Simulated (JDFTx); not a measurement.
# Nb (P-1) in JDFTx: convergence with rho ratio

Aim: find how far rho ratio must go before the results for Nb settle, at LDA. This setting moves, with any that are tied to it; all else stays.

Program: JDFTx 1.7.0 (patched build). These are calculated values, not measurements. Logs are shortened: lines on timing, memory, paths and dates and some standing lists are left out, and cuts for length are marked. The log counts tension as positive stress, the text compression.

## 1. The cell of the first run

The typed cell holds 1 atom: a = 2.713 Å, b = 2.743 Å, c = 2.704 Å, α = 90.31°, β = 90.95°, γ = 90.77°.

The cell was built by a generator and needn't be a form met in nature.

The cell isn't the ideal one: cell strained at random at fixed volume.

## 2. With rho ratio 4

Nb.in reads:

```
lattice \
    5.1257800678    -0.0345196271    -0.0425093892 \
   -0.0345196271     5.1838759181    -0.0140331062 \
   -0.0425093892    -0.0140331062     5.1093904732
coords-type Lattice
ion Nb     0.5143210000     0.5027060000     0.5213490000 1

ion-species pseudo/Nb.upf
elec-cutoff 41
elec-ex-corr lda-PW
kpoint-folding 8 8 8
elec-smearing Fermi 0.0018374661
elec-n-bands 12
electronic-SCF nIterations 100 energyDiffThreshold 1e-09
electronic-minimize nIterations 30 energyDiffThreshold 1e-7
forces-output-coords Cartesian

dump-name run.$VAR
dump End Ecomponents EigStats BandEigs Kpoints Forces Stress
```

Potentials or basis: PseudoDojo-SR-LDA-0.4.1-standard with smoothed tails.

The run is started by

```
$ jdftx -c 1 -i Nb.in -o Nb.out
```

Run time: 88 s. Hardware: 1 thread of Arm Neoverse V2, shared host; peak memory 0.24 GiB.

The run converged. Its results:

```
Free energy            : -1566.5775 eV
Pressure               : -9.6 GPa
Band gap on the k mesh : none (metal or under the smearing width)
```

## 3. With rho ratio 5

Changes to Nb.in since step 2:

```diff
@@ -8,3 +8,3 @@
 ion-species pseudo/Nb.upf
-elec-cutoff 41
+elec-cutoff 41 205
 elec-ex-corr lda-PW
```

Potentials or basis: PseudoDojo-SR-LDA-0.4.1-standard with smoothed tails.

The run is started by

```
$ jdftx -c 1 -i Nb.in -o Nb.out
```

Wall time 96 s (1 thread of Arm Neoverse V2, shared host); peak memory 0.25 GiB.

It converged, with:

* Free energy: -1566.5775 eV
* Pressure: -9.6 GPa
* Band gap on the k mesh: none (metal or under the smearing width)

## 4. With rho ratio 6

Changes to Nb.in since step 3:

```diff
@@ -8,3 +8,3 @@
 ion-species pseudo/Nb.upf
-elec-cutoff 41 205
+elec-cutoff 41 246
 elec-ex-corr lda-PW
```

The run is started by

```
$ jdftx -c 1 -i Nb.in -o Nb.out
```

It took 97 s on 1 thread of Arm Neoverse V2, shared host; peak memory 0.24 GiB.

It converged, with:

```
Free energy            : -1566.5775 eV
Pressure               : -9.6 GPa
Band gap on the k mesh : none (metal or under the smearing width)
```

## 5. With rho ratio 8

Changes to Nb.in since step 4:

```diff
@@ -8,3 +8,3 @@
 ion-species pseudo/Nb.upf
-elec-cutoff 41 246
+elec-cutoff 41 328
 elec-ex-corr lda-PW
```

The run is started by

```
$ jdftx -c 1 -i Nb.in -o Nb.out
```

Wall time 1.7 min (1 thread of Arm Neoverse V2, shared host); peak memory 0.25 GiB.

It converged, with:

```
Free energy            : -1566.5775 eV
Pressure               : -9.6 GPa
Band gap on the k mesh : none (metal or under the smearing width)
```

## 6. With rho ratio 10

Changes to Nb.in since step 5:

```diff
@@ -8,3 +8,3 @@
 ion-species pseudo/Nb.upf
-elec-cutoff 41 328
+elec-cutoff 41 410
 elec-ex-corr lda-PW
```

Potentials or basis: PseudoDojo-SR-LDA-0.4.1-standard with smoothed tails.

The run is started by

```
$ jdftx -c 1 -i Nb.in -o Nb.out
```

The log of the run:

```text
*************** JDFTx 1.7.0 (patched build) ***************

Input parsed successfully to the following command list (including defaults):
[... the input with its defaults ...]

---------- Setting up symmetries ----------

Found 2 point-group symmetries of the bravais lattice
Found 2 space-group symmetries with basis
Applied RMS atom displacement 0 bohrs to make symmetries exact.

---------- Initializing the Grid ----------
R =
[      5.12578   -0.0345196   -0.0425094  ]
[   -0.0345196      5.18388   -0.0140331  ]
[   -0.0425094   -0.0140331      5.10939  ]
unit cell volume = 135.747
G =
[    1.22594 0.00819126  0.0102221  ]
[ 0.00819126    1.21213  0.0033973  ]
[  0.0102221  0.0033973    1.22983  ]
Minimum fftbox size, Smin = [  48  48  48  ]
Chosen fftbox size, S = [  48  48  48  ]

---------- Initializing tighter grid for wavefunction operations ----------
R =
[      5.12578   -0.0345196   -0.0425094  ]
[   -0.0345196      5.18388   -0.0140331  ]
[   -0.0425094   -0.0140331      5.10939  ]
unit cell volume = 135.747
G =
[    1.22594 0.00819126  0.0102221  ]
[ 0.00819126    1.21213  0.0033973  ]
[  0.0102221  0.0033973    1.22983  ]
Minimum fftbox size, Smin = [  32  32  32  ]
Chosen fftbox size, S = [  32  32  32  ]

---------- Exchange Correlation functional ----------
Initalized Slater LDA exchange.
Initalized Perdew-Wang LDA correlation.

---------- Setting up pseudopotentials ----------
Width of ionic core gaussian charges (only for fluid interactions / plotting) set to 0

Reading pseudopotential file 'pseudo/Nb.upf':
  'Nb' pseudopotential, 'SLA  PW   NOGX NOGC' functional
  Generated using ONCVPSP code by D. R. Hamann
  13 valence electrons, 4 orbitals, 6 projectors, 1001 radial grid points, with lMax = 2
    4S    l: 0   occupation:  2.0   eigenvalue: -2.148500
    4P    l: 1   occupation:  6.0   eigenvalue: -1.271948
    4D    l: 2   occupation:  4.0   eigenvalue: -0.117876
    5S    l: 0   occupation:  1.0   eigenvalue: -0.154161
  Core radius for overlap checks: 1.37 bohrs.

Initialized 1 species with 1 total atoms.

Folded 1 k-points by 8x8x8 to 512 k-points.

---------- Setting up k-points, bands, fillings ----------
Reduced to 260 k-points under symmetry.
Computing the number of bands and number of electrons
Calculating initial fillings.
nElectrons:  13.000000   nBands: 12   nStates: 260

----- Setting up reduced wavefunction bases (one per k-point) -----
average nbasis = 1702.092 , ideal nbasis = 1702.161

---------- Setting up ewald sum ----------
Optimum gaussian width for ewald sums = 2.050313 bohr.
Real space sum over 1331 unit cells with max indices [  5  5  5  ]
Reciprocal space sum over 1331 terms with max indices [  5  5  5  ]

---------- Allocating electronic variables ----------
Initializing wave functions:  linear combination of atomic orbitals
Note: number of bands (12) exceeds available atomic orbitals (10)
Nb pseudo-atom occupations:   s ( 2 2 )  p ( 6 )  d ( 3 )
	FillingsUpdate:  mu: +0.590198581  nElectrons: 13.000000
LCAOMinimize: Iter:   0  F: -57.5501167068084527  |grad|_K:  3.623e-04  alpha:  1.000e+00
	FillingsUpdate:  mu: +0.583780551  nElectrons: 13.000000
LCAOMinimize: Iter:   1  F: -57.5518418599180137  |grad|_K:  8.761e-06  alpha:  7.060e-01  linmin: -2.097e-03  cgtest:  2.284e-02
	FillingsUpdate:  mu: +0.583787873  nElectrons: 13.000000
LCAOMinimize: Iter:   2  F: -57.5518431777729518  |grad|_K:  8.704e-07  alpha:  9.179e-01  linmin:  2.127e-03  cgtest: -2.270e-02
	FillingsUpdate:  mu: +0.583784411  nElectrons: 13.000000
LCAOMinimize: Iter:   3  F: -57.5518431883496930  |grad|_K:  3.847e-08  alpha:  7.483e-01  linmin: -1.400e-03  cgtest:  7.411e-02
LCAOMinimize: Encountered beta<0, resetting CG.
	FillingsUpdate:  mu: +0.583784607  nElectrons: 13.000000
LCAOMinimize: Iter:   4  F: -57.5518431883751731  |grad|_K:  4.282e-09  alpha:  9.462e-01  linmin:  1.264e-01  cgtest: -6.869e-01
LCAOMinimize: Converged (|Delta F|<1.000000e-06 for 2 iters).

-------- Electronic minimization -----------
Will mix electronic density at each iteration.
	FillingsUpdate:  mu: +0.583784607  nElectrons: 13.000000
	FillingsUpdate:  mu: +0.579019232  nElectrons: 13.000000
SCF: Cycle:  0   F: -57.570454523759288   dF: -1.861e-02   |Residual|: 1.630e-02   |deigs|: 1.445e-01
	FillingsUpdate:  mu: +0.578034208  nElectrons: 13.000000
SCF: Cycle:  1   F: -57.570649197953919   dF: -1.947e-04   |Residual|: 8.723e-03   |deigs|: 1.043e-02
	FillingsUpdate:  mu: +0.577294682  nElectrons: 13.000000
SCF: Cycle:  2   F: -57.570660347784333   dF: -1.115e-05   |Residual|: 1.054e-03   |deigs|: 2.866e-03
	FillingsUpdate:  mu: +0.577536367  nElectrons: 13.000000
SCF: Cycle:  3   F: -57.570661710520980   dF: -1.363e-06   |Residual|: 4.499e-04   |deigs|: 7.180e-04
	FillingsUpdate:  mu: +0.577508704  nElectrons: 13.000000
SCF: Cycle:  4   F: -57.570661853137800   dF: -1.426e-07   |Residual|: 1.782e-04   |deigs|: 2.892e-04
	FillingsUpdate:  mu: +0.577486303  nElectrons: 13.000000
SCF: Cycle:  5   F: -57.570661883372615   dF: -3.023e-08   |Residual|: 3.904e-05   |deigs|: 2.025e-04
	FillingsUpdate:  mu: +0.577490230  nElectrons: 13.000000
SCF: Cycle:  6   F: -57.570661889804605   dF: -6.432e-09   |Residual|: 1.303e-05   |deigs|: 1.615e-04
	FillingsUpdate:  mu: +0.577490710  nElectrons: 13.000000
SCF: Cycle:  7   F: -57.570661891355890   dF: -1.551e-09   |Residual|: 4.140e-06   |deigs|: 1.675e-04
	FillingsUpdate:  mu: +0.577491082  nElectrons: 13.000000
SCF: Cycle:  8   F: -57.570661891771856   dF: -4.160e-10   |Residual|: 1.299e-06   |deigs|: 1.803e-04
	FillingsUpdate:  mu: +0.577490946  nElectrons: 13.000000
SCF: Cycle:  9   F: -57.570661891886807   dF: -1.150e-10   |Residual|: 7.051e-07   |deigs|: 2.052e-04
SCF: Converged (|Delta E|<1.000000e-09 for 2 iters).

Setting wave functions to eigenvectors of Hamiltonian

# Stress tensor in Cartesian coordinates [Eh/a0^3]:
[  0.000304633  3.92711e-05  5.21157e-05  ]
[  3.92711e-05  0.000400393  1.47798e-05  ]
[  5.21157e-05  1.47798e-05  0.000274897  ]

# Ionic positions in lattice coordinates:
ion Nb   0.514321000000000   0.502706000000000   0.521349000000000 1

# Forces in Cartesian coordinates:
force Nb   0.000000000000000   0.000000000000000   0.000000000000000 1

# Energy components:
   Eewald =      -46.6485350847446298
       EH =        8.9514562581042973
     Eloc =      -37.6068468122147763
      Enl =        7.8062192842986988
      Exc =      -13.0089115780754501
 Exc_core =        4.7396132014550565
       KE =       18.1966641980305290
-------------------------------------
     Etot =      -57.5703405331462790
       TS =        0.0003213587405300
-------------------------------------
        F =      -57.5706618918868074

IonicMinimize: Iter:   0  F: -57.570661891886807  |grad|_K:  0.000e+00
IonicMinimize: Converged (|grad|_K<1.000000e-04).

#--- Lowdin population analysis ---
# oxidation-state Nb +0.038

Dumping 'run.eigStats' ...
	eMin: -1.430433 at state 0 ( [ +0.000000 +0.000000 +0.000000 ] spin 0 )
	HOMO: +0.577463 at state 124 ( [ +0.250000 +0.375000 +0.250000 ] spin 0 )
	mu  : +0.577491
	LUMO: +0.577613 at state 148 ( [ +0.250000 -0.250000 +0.250000 ] spin 0 )
	eMax: +1.183393 at state 13 ( [ +0.000000 +0.250000 +0.000000 ] spin 0 )
	HOMO-LUMO gap: +0.000150
	Optical gap  : +0.001518 at state 148 ( [ +0.250000 -0.250000 +0.250000 ] spin 0 )
Done!
```

It took 1.7 min on 1 thread of Arm Neoverse V2, shared host; peak memory 0.25 GiB.

What came out:

| Property | Result |
| --- | --- |
| Free energy | -1566.5775 eV |
| Pressure | -9.6 GPa |
| Band gap on the k mesh | none (metal or under the smearing width) |

## 7. Result

| rho ratio | energy less the tightest run, at zero smearing (meV/atom) | SCF cycles | CPU time (s) | peak memory (GiB) |
| --- | --- | --- | --- | --- |
| 4 | 0.00 | 10 | 88 | 0.24 |
| 5 | 0.00 | 10 | 96 | 0.25 |
| 6 | 0.00 | 10 | 97 | 0.24 |
| 8 | 0.00 | 10 | 100 | 0.25 |
| 10 | 0.00 | 10 | 100 | 0.25 |

Against the tightest run, the energy stays within 1 meV/atom from 4 on. The tightest run that finished is the yardstick and may itself not be fully converged.
